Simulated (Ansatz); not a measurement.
Runs of Ansatz 0.2.0 on CdTe. Symmetry: F-43m, No. 216, cubic system. The conventional cell has a = 6.410 Å, b = 6.410 Å, c = 6.410 Å, α = 90.00°, β = 90.00°, γ = 90.00°. Around Te (site symmetry -43m) lie 4 Cd at 2.78 Å. Around Cd (site symmetry -43m) lie 4 Te at 2.78 Å. 

```csv
task,level,cell,k mesh,smearing,atoms under strain,points for each segment of the path,mesh quality,gap on the mesh (eV),pressure (GPa),relaxed volume (Å³/atom)
relaxation of cell and atoms,RPBE+D4,relaxed,7 × 7 × 7,fermi-dirac 0.05 eV,-,-,not flagged,0.87,0.0,(a)
relaxation of cell and atoms,PBEsol+D3(BJ),relaxed,7 × 7 × 7,fermi-dirac 0.05 eV,-,-,not flagged,0.76,0.0,(b)
elastic constants,PBE,as given,5 × 5 × 5,fixed,relaxed,-,not flagged,0.87,4.3,-
relaxation of cell and atoms,PBEsol+D4,relaxed,7 × 7 × 7,fermi-dirac 0.05 eV,-,-,not flagged,0.71,0.0,33.40
band structure,HSEsol,as given,4 × 4 × 4,fermi-dirac 0.05 eV,-,4,coarse,1.63,1.7,-
relaxation of cell and atoms,RPBE,relaxed,7 × 7 × 7,fermi-dirac 0.05 eV,-,-,not flagged,0.60,0.0,37.98
relaxation of cell and atoms,RPBE+D3(BJ),relaxed,7 × 7 × 7,fermi-dirac 0.05 eV,-,-,not flagged,1.21,0.0,(c)
band structure,PBEsol,as given,7 × 7 × 7,fermi-dirac 0.05 eV,-,14,not flagged,0.76,1.7,-
```

Alike in all rows: potentials or basis Ansatz PAW; no spin polarisation; cutoff (eV) 420.

Problem. Fill in the values left out.

Solution. (a) 34.60; (b) 32.92; (c) 30.96.

Caveats: some runs use coarse meshes; spin-orbit coupling is left out, which moves the levels of the heavy elements; the PAW data sets come from PBE, with cores solved anew for the run's functional, which leaves a small shift of forces and pressure (some runs); odd divisions of the mesh miss points on the zone boundary, where band edges often lie, so the gap on the mesh can be too wide (some runs); the plane-wave basis is chosen anew once the cell has moved, so the energies of steps on either side of that aren't comparable (some runs); the cell is more than 3 GPa from zero pressure, which shifts response properties (some runs); the thresholds are loose for stress (some runs); the volume moved by over 15 % at a fixed basis, so the end points are rough (some runs).

A k mesh can miss the band edges, and the runs leave out spin-orbit coupling on Cd, Te.
